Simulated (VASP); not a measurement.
Crystal: Pd.

```xyz
2
Lattice="1.6974 0.9800 3.1476 -1.6974 0.9800 3.1476 0.0000 -1.9600 3.1476" Properties=species:S:1:pos:R:3 pbc="T T T"
Pd    0.0000    0.0000    2.1486
Pd    0.0000    0.0000    7.2942
```

The cell was built by a generator and needn't be a form met in nature.

```yaml
Program: VASP 6.6.1
Task: relaxation of cell and atoms
Functional: r2SCAN
Potentials_or_basis: VASP PAW PBE potentials, release 64 (Pd)
Cutoff: 600 eV
k_mesh: 6 × 6 × 6
Occupations: gaussian, width 0.1 eV
Spin: no spin polarisation
```

At the start: pressure 36.7 GPa; volume 15.71 Å³/atom.

**Question.** Where does the relaxation end?

**Answer.** Over 39 steps the energy falls by 1139.4 meV/atom and the volume is 14.90 Å³/atom (-5.1 %); space group Fm-3m (No. 225, to 0.05 Å).

Step by step:
| step | energy change (eV) | largest force (eV/Å) | pressure (GPa) | volume (Å³) |
| --- | --- | --- | --- | --- |
| 1 | 0.0000 | 6.1211 | 36.74 | 31.42 |
| 2 | 0.0708 | 0.0074 | -17.89 | 50.71 |
| 3 | -1.1457 | 0.7297 | -9.58 | 38.32 |
| 4 | -1.1640 | 0.9280 | -7.77 | 37.66 |
| 5 | -1.1691 | 1.1711 | -5.56 | 36.98 |
| 6 | -1.3179 | 0.6849 | 0.60 | 34.54 |
| 7 | -1.3286 | 0.4325 | 3.75 | 33.73 |
| 8 | -1.3435 | 0.2631 | -0.41 | 34.66 |
| 9 | -1.3474 | 0.0601 | 0.71 | 34.36 |
| 10 | -1.3483 | 0.0242 | -0.41 | 34.63 |
| 11 | -1.3484 | 0.0100 | -0.23 | 34.58 |
| 12 | -1.3490 | 0.0266 | -0.15 | 34.55 |
| 13 | -1.3516 | 0.0735 | 0.06 | 34.47 |
| 14 | -1.3633 | 0.1838 | 0.55 | 34.28 |
| 15 | -1.4182 | 0.4476 | 1.29 | 33.86 |
| 16 | -1.5720 | 1.1459 | 2.12 | 32.80 |
| 17 | -1.7841 | 2.9440 | 10.80 | 29.98 |
| 18 | 4.5061 | 9.0977 | 225.85 | 22.32 |
| 19 | -1.6662 | 3.6059 | 14.36 | 29.82 |
| 20 | -1.6582 | 3.7007 | 15.33 | 29.69 |
| 21 | -1.6478 | 3.7997 | 16.37 | 29.55 |
| 22 | -1.6652 | 3.7174 | 15.67 | 29.60 |
| 23 | -1.7144 | 3.4815 | 13.62 | 29.76 |
| 24 | -1.8007 | 3.0471 | 9.78 | 30.07 |
| 25 | -1.9308 | 2.3333 | 3.07 | 30.70 |
| 26 | -2.0539 | 1.2633 | -7.04 | 31.99 |
| 27 | -2.0612 | 1.0392 | -9.10 | 32.34 |
| 28 | -2.0952 | 0.9733 | -8.41 | 32.05 |
| 29 | -2.1820 | 0.7130 | -5.85 | 31.19 |
| 30 | -2.2539 | 0.1470 | 2.63 | 29.50 |
| 31 | -2.2546 | 0.0233 | 1.38 | 29.69 |
| 32 | -2.2547 | 0.0557 | 1.69 | 29.64 |
| 33 | -2.2616 | 0.1005 | 1.07 | 29.70 |
| 34 | -2.2725 | 0.2243 | -0.43 | 29.89 |
| 35 | -2.2735 | 0.2649 | -0.90 | 29.96 |
| 36 | -2.2770 | 0.1626 | -0.12 | 29.82 |
| 37 | -2.2784 | 0.0589 | 0.71 | 29.69 |
| 38 | -2.2784 | 0.0460 | 0.80 | 29.67 |
| 39 | -2.2788 | 0.0087 | -0.08 | 29.81 |

Final structure:
```
CELL_PARAMETERS angstrom
1.38049 0.79702 4.51490
-1.38049 0.79702 4.51490
0.00000 -1.59405 4.51490
ATOMIC_POSITIONS crystal
Pd 0.24997 0.24997 0.24997
Pd 0.75003 0.75003 0.75003
```

Caveat: the k mesh is coarse (spacing up to 0.37 Å⁻¹), so the values aren't converged; the PAW data sets were made with another functional, which shifts forces and pressure a little.
